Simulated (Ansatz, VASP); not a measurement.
**ZrC in VASP and in Ansatz**

The input INCAR:

```
SYSTEM = ZrC
PREC = Accurate ; ENCUT = 520
EDIFF = 1E-6 ; ISMEAR = 0
SIGMA = 0.05 ; LREAL = .False.
LASPH = .True. ; NELM = 80
ALGO = Normal ; ISIF = 2
LWAVE = .False. ; LCHARG = .False.
GGA = PS ; NBANDS = 15
```

File KPOINTS:

```
regular mesh
0
Gamma
  12 12 12
  0 0 0
```

File POSCAR:

```
ZrC
1.0
    0.0000000000      2.3345844179      2.3345844179
    2.3345844179      0.0000000000      2.3345844179
    2.3345844179      2.3345844179      0.0000000000
Zr C
1 1
Direct
    0.5000000000      0.5000000000      0.5000000000
    0.0000000000      0.0000000000      0.0000000000
```

Input for Ansatz:

```yaml
crystal:
  lattice:
    - [0.0, 2.3345844179, 2.3345844179]
    - [2.3345844179, 0.0, 2.3345844179]
    - [2.3345844179, 2.3345844179, 0.0]
  atoms:
    - { symbol: Zr, position: [0.5, 0.5, 0.5] }
    - { symbol: C, position: [0.0, 0.0, 0.0] }
basis:
  ecutwfc: 420
  ecutrho_ratio: 4
kpoints:
  mp_grid: { grid: [12, 12, 12] }
hamiltonian:
  xc: pbesol
scf:
  occupations: { method: gaussian, width: 0.05 }
output:
  forces: true
  stress: true
  eigenvalues: true
```

Alike in both runs: task single point; functional PBEsol; k mesh 12 × 12 × 12; occupations gaussian, width 0.05 eV; no spin polarisation.

|  | VASP | Ansatz |
| --- | --- | --- |
| version | VASP 6.6.1 | Ansatz 0.2.0 |
| potentials or method | VASP PAW PBE potentials, release 64 (Zr_sv, C) | scalar-relativistic, plane waves, PAW |
| plane-wave cutoff (eV) | 520 | 420 |
| valence electrons in the cell | 16 | 16 |

VASP gave:

| Property | Result |
| --- | --- |
| gap on the k mesh at the Fermi level (eV) | none |
| pressure (GPa) | 0.4 |

Q: Estimate Ansatz's values.

A: gap on the k mesh at the Fermi level (eV): none; pressure (GPa): 0.0.

A gap of «none» marks a metal or a gap that the smearing closes.

Caveats: the PAW data sets were made with another functional, which shifts forces and pressure a little (VASP).
